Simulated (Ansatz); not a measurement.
## Convergence notes, G0W0 on BP (F-43m)

A 2-atom cell of BP started from a crystallographic database, relaxed with r2SCAN; one-shot G0W0 in Ansatz without spin-orbit coupling. The values are computed, spin-unpolarised, and not measurements.

```cif
data_structure
_symmetry_space_group_name_H-M 'F-43m'
_symmetry_Int_Tables_number 216
_cell_length_a 4.5366
_cell_length_b 4.5366
_cell_length_c 4.5366
_cell_angle_alpha 90.000
_cell_angle_beta 90.000
_cell_angle_gamma 90.000
_cell_volume 93.37
loop_
_atom_site_label
_atom_site_type_symbol
_atom_site_symmetry_multiplicity
_atom_site_Wyckoff_symbol
_atom_site_fract_x
_atom_site_fract_y
_atom_site_fract_z
_atom_site_occupancy
B1 B 4 a 0.00000 0.00000 0.00000 1
P1 P 4 d 0.25000 0.25000 0.75000 1
```

Gaps are read over the mesh points alone. G0W0 values are finite-basis, finite-mesh values.
```tsv
start	potentials	frequency model	mesh	empty bands	screening cutoff (eV)	Kohn-Sham gap (eV)	G0W0 gap (eV)
PBE	PAW	contour deformation	6×6×6	53	100	1.33	1.90
PBE	PAW	contour deformation	6×6×6	128	180	1.33	2.01
PBE	PAW	contour deformation	6×6×6	248	260	1.33	2.05
HSE06	PAW	contour deformation	6×6×6	128	180	2.06	2.32
r2SCAN	PAW	contour deformation	6×6×6	128	180	1.50	2.13
PBE0	PAW	contour deformation	6×6×6	128	180	2.76	2.47
PBE	PAW	Godby-Needs pole	6×6×6	128	180	1.33	1.98
PBE	PAW	contour deformation	10×10×10	37	80	1.24	1.78
PBE	norm-conserving	contour deformation	6×6×6	128	180	1.34	2.01
```

The quasiparticle gap on this mesh is 2.05 eV (Γ to X), against 1.33 eV from PBE: +0.72 eV. Renormalisation factors Z lie between 0.76 and 0.81.

Raising bands and cutoff together moves the gap by +0.11 eV (100 to 180 eV), then +0.04 eV (180 to 260 eV); the last step is still large, so the basis limit isn't reached. Starting from HSE06 (2.06 eV against PBE's 1.33 eV) gives 2.32 eV, +0.31 eV from G0W0@PBE at the same screening cutoff. Starting from r2SCAN (1.50 eV against PBE's 1.33 eV) gives 2.13 eV, +0.12 eV from G0W0@PBE at the same screening cutoff. Starting from PBE0 (2.76 eV against PBE's 1.33 eV) gives 2.47 eV, +0.46 eV from G0W0@PBE at the same screening cutoff. The Godby-Needs plasmon pole differs from contour deformation by -0.03 eV. Norm-conserving potentials (wave cutoff 1116 eV against 420 eV) shift the quasiparticle gap by 0.00 eV and the PBE gap by +0.01 eV. r2SCAN runs take a wave cutoff of 500 eV.
